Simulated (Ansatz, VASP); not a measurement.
# C: VASP beside Ansatz

Contents of INCAR:

```
SYSTEM = C
ALGO = Normal
EDIFF = 1E-6
ENCUT = 520
GGA = PS
ISIF = 2
ISMEAR = 0
LASPH = .True.
LCHARG = .False.
LREAL = .False.
LWAVE = .False.
NBANDS = 16
NELM = 60
PREC = Accurate
SIGMA = 0.15
```

KPOINTS

```
k-points
0
Gamma
  18 18 6
  0 0 0
```

POSCAR

```
C
1.0
    1.2868910834     -2.2781208991      0.0000000000
    1.2868910834      2.2781208991      0.0000000000
    0.0000000000      0.0000000000      7.3778182888
C
4
Direct
    0.0833216498      0.9166783502      0.7498439858
    0.5833216498      0.4166783502      0.2501560142
    0.9166783502      0.0833216498      0.2501560142
    0.4166783502      0.5833216498      0.7498439858
```

Input for Ansatz:

```yaml
crystal:
  lattice:
    - [1.2868910834, -2.2781208991, 0.0]
    - [1.2868910834, 2.2781208991, 0.0]
    - [0.0, 0.0, 7.3778182888]
  atoms:
    - { symbol: C, position: [0.0833216498, 0.9166783502, 0.7498439858] }
    - { symbol: C, position: [0.5833216498, 0.4166783502, 0.2501560142] }
    - { symbol: C, position: [0.9166783502, 0.0833216498, 0.2501560142] }
    - { symbol: C, position: [0.4166783502, 0.5833216498, 0.7498439858] }
basis:
  ecutwfc: 520.0
kpoints:
  mp_grid: { grid: [18, 18, 6] }
hamiltonian:
  xc: pbesol
  pseudopotentials: { kind: paw, azcp: { folder: soft_1 } }
scf:
  occupations: { method: gaussian, width: 0.15 }
output:
  forces: true
  stress: true
  eigenvalues: true
```

Change from the starting cell: normal strain along x +0.0467, normal strain along y +0.0700.

Alike in both runs: task single point; functional PBEsol; k mesh 18 × 18 × 6; occupations gaussian, width 0.15 eV; no spin polarisation.

```csv
,VASP,Ansatz
version,VASP 6.6.1,Ansatz 0.2.0
potentials or method,"VASP PAW PBE potentials, release 64 (C)","scalar-relativistic, plane waves, PAW"
plane-wave cutoff (eV),520,520
valence electrons in the cell,16,16
```

```tsv
	VASP	Ansatz	Ansatz less VASP
gap on the k mesh at the Fermi level (eV)	0.02	0.02	0.000
least direct gap on the mesh (eV)	0.02	0.02	0.000
pressure (GPa)	-33.2	-33.7	-0.45
largest component of the traceless stress (GPa)	33.29	33.79	+0.502
rms of the force components (eV/Å)	0.008	0.013	+0.0044
```

Atom by atom the forces differ by 0.004 eV/Å (rms over components). Ansatz warned: «pseudo_functional_mismatch».

Caveats: the cell as given lies far from equilibrium; so large a pressure means that the cell lies far from this level's equilibrium, or that cutoff or potentials fall short (VASP); the potentials were made for another functional, which shifts forces and pressure (VASP); this functional lacks dispersion, which binds the layers, so the pressure and a relaxed spacing across them are unreliable.
